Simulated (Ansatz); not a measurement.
## Is this Be structure a true minimum?

Computed with Ansatz, DFT PBE, scalar-relativistic, plane waves, PAW. Plane waves to 420 eV, a k mesh through Γ of 22×22×22 on the computed 1-atom cell and Gaussian smearing (0.10 eV); no spin polarisation.

The cell below (1 atom, Fm-3m (No. 225)) is relaxed within its symmetry. It is a trial structure, and others of Be can lie lower.

```xyz
1
Lattice="0.0000 1.5791 1.5791 1.5791 0.0000 1.5791 1.5791 1.5791 0.0000" Properties=species:S:1:pos:R:3 pbc="T T T"
Be    0.0000    0.0000    0.0000
```

For the test a repeat of it with 8 atoms was strained at random by about 1.5 %, the atoms were moved at random (σ = 0.10 Å), and all was relaxed without symmetry on a coarse k mesh with 0.1 eV smearing.

The k mesh leaves about 4 meV/atom of noise in metals.

(1) What happens?

## Answers

(1) It returns to Fm-3m (No. 225), within 1 meV/atom of the start's energy. No instability shows in this cell, though one random start can't exclude a very soft mode.